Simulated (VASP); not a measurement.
Sb:

```
Sb
1.0
     2.15420    1.24373    3.75800
    -2.15420    1.24373    3.75800
     0.00000   -2.48746    3.75800
Sb
2
Cartesian
  0.0000 0.0000 2.6324
  0.0000 0.0000 8.6416
```

- Program: VASP 6.6.1
- Task: relaxation of cell and atoms
- Functional: PBE
- Potentials or basis: VASP PAW PBE potentials, release 64 (Sb)
- Cutoff: 300 eV
- k mesh: 6 × 6 × 5
- Occupations: methfessel-paxton, width 0.1 eV
- Spin: no spin polarisation

At the start: pressure 2.8 GPa; volume 30.21 Å³/atom.

Question: How do energy, volume and symmetry change on relaxing?

Answer: Over 8 steps the energy falls by 12.8 meV/atom and the volume is 31.86 Å³/atom (+5.5 %); space group R-3m (No. 166, to 0.05 Å).

The path:
```tsv
step	energy change (eV)	largest force (eV/Å)	pressure (GPa)	volume (Å³)
1	0.0000	0.1934	2.79	60.41
2	-0.0136	0.2480	-1.52	65.13
3	-0.0242	0.0840	0.05	63.17
4	-0.0247	0.0587	0.04	63.29
5	-0.0252	0.0150	0.02	63.50
6	-0.0253	0.0006	0.01	63.58
7	-0.0254	0.0003	0.01	63.64
8	-0.0255	0.0003	0.00	63.73
```

Final structure:
```
Sb
1.0
     2.19012    1.26446    3.83527
    -2.19012    1.26446    3.83527
     0.00000   -2.52893    3.83527
Sb
2
Direct
  0.23272 0.23272 0.23272
  0.76728 0.76728 0.76728
```
